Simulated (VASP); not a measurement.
A run of VASP 6.6.1 is set up as follows.

Contents of INCAR:

```
PREC = Accurate
ENCUT = 520
EDIFF = 1E-6
ISMEAR = 0
SIGMA = 0.03
LREAL = False
LASPH = True
NELM = 80
ALGO = Normal
ISIF = 2
LWAVE = False
LCHARG = False
LNONCOLLINEAR = True
MAGMOM = 0 0 0 0 0 0
LORBIT = 11
LSORBIT = True
GGA_COMPAT = False
GGA = PS
NBANDS = 32
```

File KPOINTS:

```
Automatic mesh
0
Gamma
  6 6 6
```

POSCAR

```
CdSe                                    
1.0
    0.0000000000      3.0462087306      3.0462087306
    3.0462087306      0.0000000000      3.0462087306
    3.0462087306      3.0462087306      0.0000000000
  Cd              Se            
     1     1
Direct
     0.0000000000000000    0.0000000000000000    0.0000000000000000
     0.7500000000000000    0.7500000000000000    0.7500000000000000
```

File KPOINTS_OPT:

```
explicit points
159
Reciprocal
 0.0000000000  0.0000000000  0.0000000000 1
 0.0357142857  0.0000000000  0.0357142857 1
 0.0714285714  0.0000000000  0.0714285714 1
 0.1071428571  0.0000000000  0.1071428571 1
 0.1428571429  0.0000000000  0.1428571429 1
 0.1785714286  0.0000000000  0.1785714286 1
[... 151 lines left out ...]
 0.4250000000  0.0000000000  0.4250000000 1
 0.4500000000  0.0000000000  0.4500000000 1
```

Potentials or basis: VASP PAW PBE potentials, release 64 (Cd, Se).

The run is started by

```sh
$ cat potpaw_PBE.64/Cd/POTCAR potpaw_PBE.64/Se/POTCAR > POTCAR
$ mpirun -np 1 vasp_ncl > vasp.out
```

Problem. Predict the pressure.

Solution. 0.1 GPa.

Caveat: the PAW data sets were made with another functional, which shifts forces and pressure a little.
